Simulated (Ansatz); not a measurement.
Wanted: the native input for an Ansatz 0.2.0 run.

* Task: relaxation of cell and atoms
* Functional: PBE
* Potentials or basis: Ansatz PAW
* Cutoff: 420 eV (not typed: the program's choice for these potentials)
* k mesh: 7 × 7 × 7
* Occupations: fermi-dirac, width 0.05 eV
* Spin: no spin polarisation

Al2Cu (Khatyrkite):

```
Cu Al
1.0
    -3.03350    3.03350    2.43850
     3.03350   -3.03350    2.43850
     3.03350    3.03350   -2.43850
Cu Al
2 4
Direct
  0.25000 0.25000 0.00000
  0.75000 0.75000 0.00000
  0.34190 0.15810 0.50000
  0.84190 0.34190 0.18380
  0.65810 0.84190 0.50000
  0.15810 0.65810 0.81620
```

These files were run (other wordings do the same):

input.yaml

```yaml
crystal:
  lattice:
    - [-3.0335, 3.0335, 2.4385]
    - [3.0335, -3.0335, 2.4385]
    - [3.0335, 3.0335, -2.4385]
  atoms:
    - { symbol: Cu, position: [0.25, 0.25, 0.0] }
    - { symbol: Cu, position: [0.75, 0.75, 0.0] }
    - { symbol: Al, position: [0.3419, 0.1581, 0.5] }
    - { symbol: Al, position: [0.8419, 0.3419, 0.1838] }
    - { symbol: Al, position: [0.6581, 0.8419, 0.5] }
    - { symbol: Al, position: [0.1581, 0.6581, 0.8162] }
hamiltonian:
  xc: pbe
  pseudopotentials: { kind: paw }
kpoints:
  mp_grid: { grid: [7, 7, 7] }
scf:
  occupations: { method: fermi_dirac, width: 0.05 }
output:
  forces: true
  stress: true
  eigenvalues: true
relax:
  f_tol: 0.01
  max_steps: 40
  cell: { stress_tol: 0.05 }
```

Potentials or basis: Ansatz PAW.

Launch:

```sh
$ ansatz run input.yaml --threads 2 --pin off --max-ram 5632MiB --backend cpu --events-out ev --progress --plain --runs-dir out
```

It gave:

The relaxed volume is 14.92 Å³/atom, the relaxed cell is a = 4.929 Å, b = 4.929 Å, c = 4.929 Å, α = 104.20°, β = 104.20°, γ = 120.63° and the space group after relaxing (to 0.05 Å) is I4/mcm (No. 140). The energy gained by relaxing is 0.1 meV/atom. The ionic steps are 4. The pressure after relaxing is 0.0 GPa. The largest force after relaxing is 0.004 eV/Å and the band gap on the k mesh is none (metal or under the smearing width).

Caveat: the plane-wave basis is chosen anew once the cell has moved, so the energies of steps on either side of that aren't comparable.

Run time: 13 s on 2 threads of Arm Neoverse V2 (shared host), peak memory 0.41 GiB.
